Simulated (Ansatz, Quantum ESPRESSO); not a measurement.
## Equation of state of zinc blende GaN

How stiff is zinc blende GaN under hydrostatic load? Each row scales the relaxed cell evenly and relaxes the atoms. The phase is followed to these pressures whether or not it stays the stable one.

Calculated with Ansatz 0.2.0, PBEsol, PAW files of the set soft_1, cutoff 600 eV, Fermi–Dirac smearing 0.02 eV, k-mesh 11×11×11, no spin polarisation, no spin-orbit coupling.

Reference cell, relaxed at zero pressure with PBEsol (F-43m): a = 3.1807 Å, b = 3.1807 Å, c = 3.1807 Å, α = 60.00°, β = 60.00°, γ = 60.00°.

```
atom       x       y       z
  Ga  0.0000  0.0000  0.0000
   N  0.7500  0.7500  0.7500
```

| V (Å³/atom) | V/V0 | P (GPa) | E − E0 (meV/atom) |
| --- | --- | --- | --- |
| 10.6943 | 0.9400 | 13.316 | 26.8 |
| 10.9219 | 0.9600 | 8.392 | 11.5 |
| 11.1494 | 0.9800 | 3.970 | 2.8 |
| 11.6045 | 1.0200 | −3.564 | 2.6 |
| 11.8320 | 1.0400 | −6.764 | 10.0 |

V0 = 11.3770 Å³ an atom, where the residual pressure P0 is 0.000 GPa. **Question.** Fit the Birch–Murnaghan law and give the pressure and the energy at V = 12.0596 Å³ an atom, a row left out above.

With the Eulerian strain f = ½[(V0/V)^(2/3) − 1] and F = (P − P0)/[3f(1 + 2f)^(5/2)], the third-order law is the line F = B0 + (3/2) B0 (B′ − 4) f.

| f | F (GPa) |
| --- | --- |
| 0.02106 | 190.12 |
| 0.01379 | 189.44 |
| 0.00678 | 188.67 |
| −0.00656 | 187.28 |
| −0.01290 | 186.56 |

A straight line through the 5 rows: the means are 0.004434 for f and 188.41 for F, Σ(Δx)² = 0.0007908 and ΣΔxΔy = 0.08317, so the slope is 0.08317/0.0007908 = 105.17 and the intercept 188.41 − (105.17)(0.004434) = 187.95.

Hence B0 = 187.9 GPa and B′ = 4 + (105.2)/(1.5 × 187.9) = 4.37. For the withheld volume f = −0.01905, F = 185.94 GPa and P = −9.64 GPa, an extrapolation past the fitted rows. The run itself gives −9.63 GPa, so the estimate misses by 0.01 GPa, a rounding's worth.

Integrating the same law gives E − E0 = (9/2) B0 V0 f²[1 + (B′ − 4) f] + P0(V0 − V), with 1 GPa Å³ = 6.2415 meV: 21.6 meV an atom. The run itself gives 21.6 meV, so the estimate misses by 0.0 meV, a rounding's worth.

The same fit over all rows at other levels or in other programs gives B0 = 196 GPa with r2SCAN (Ansatz), 190 GPa with PBEsol (Quantum ESPRESSO, GBRV) and 203 GPa with LDA (Quantum ESPRESSO, GBRV).

[Logs are printed without paths, hosts, clocks, repeated set-up lines and the standing remarks that a program may print on its own settings, such as how far it seeks lower states.]
